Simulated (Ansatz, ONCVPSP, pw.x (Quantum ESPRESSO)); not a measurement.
## From atom to crystal: ONCV potential for arsenic (As)

ONCVPSP 4.0.1.1 (patched build) input, shortened (lines: element, Z, core and valence counts, functional; n l f; lmax; l rc ep ncon nbas qcut; lloc lpopt rc5 dvloc0; l nproj debl; icmod fcfact rcfact), PBE, scalar-relativistic:

```
  As 33.00    6    2        4      upf
    1    0    2.00
    2    0    2.00
    2    1    6.00
    3    0    2.00
    3    1    6.00
    3    2   10.00
    4    0    2.00
    4    1    3.00
    2
    0    1.55    0.00    5   10    4.60
    1    1.90    0.00    3    6    4.90
    2    1.75    0.25    3    8    4.60
    4    5    1.05    0.00
    0    2    1.70
    1    2    3.30
    2    2    2.60
    0    0.00    0.00
```

Crystal test: diamond As in pw.x 7.5, no spin, 8³ k-points, Fermi–Dirac smearing 0.01 Ry, cutoffs 45/180 Ry. The reference is all-electron LAPW (Ansatz 0.2.0) with the same functional, mesh and smearing; V0 and B0 come from Birch–Murnaghan fits to the pressures at five volumes. Errors are pseudo minus all-electron; Δ is the rms difference of the E(V) curves that follow from these fits, minima aligned, over ±6 % about the mean V0. Mesh and smearing are coarse, so the numbers serve the comparison and aren't converged zero-temperature values; the lattice is a test structure that the element need not adopt.

All-electron: a0 = 6.120 Å (V0 = 28.65 Å³/atom), B0 = 46.1 GPa.

Task: How far does the potential miss the all-electron equation of state?

Result: mean pressure error (GPa): +0.21; a0 (Å): 6.129; a0 error (%): +0.14; B0 error (%): +0.5; Δ (meV/atom): 1.3. The generator flags a localised state at positive energy (s at 21 eV).

```json
{"V (Å³/atom)": "27.211", "P all-electron (GPa)": "2.62", "P pseudo (GPa)": "2.88"}
{"V (Å³/atom)": "27.927", "P all-electron (GPa)": "1.24", "P pseudo (GPa)": "1.47"}
{"V (Å³/atom)": "28.643", "P all-electron (GPa)": "0.02", "P pseudo (GPa)": "0.22"}
{"V (Å³/atom)": "29.359", "P all-electron (GPa)": "-1.07", "P pseudo (GPa)": "-0.89"}
{"V (Å³/atom)": "30.075", "P all-electron (GPa)": "-2.04", "P pseudo (GPa)": "-1.88"}
```

Task: At the middle volume, how do free energy and pressure move when the wave cutoff is lowered (ecutrho kept at four times it)?

Result:

```
cutoff (Ry)  shift of F (meV/atom)  shift of P (GPa)
         20                  +63.5             -1.67
         27                  +10.2             +0.08
         36                   +6.2             -0.04
```

The run at the middle volume (29 k-points, 7 iterations) took about 7.8 s on one core of a shared host (Neoverse-V2, 96 threads, 371 GiB, load 24).
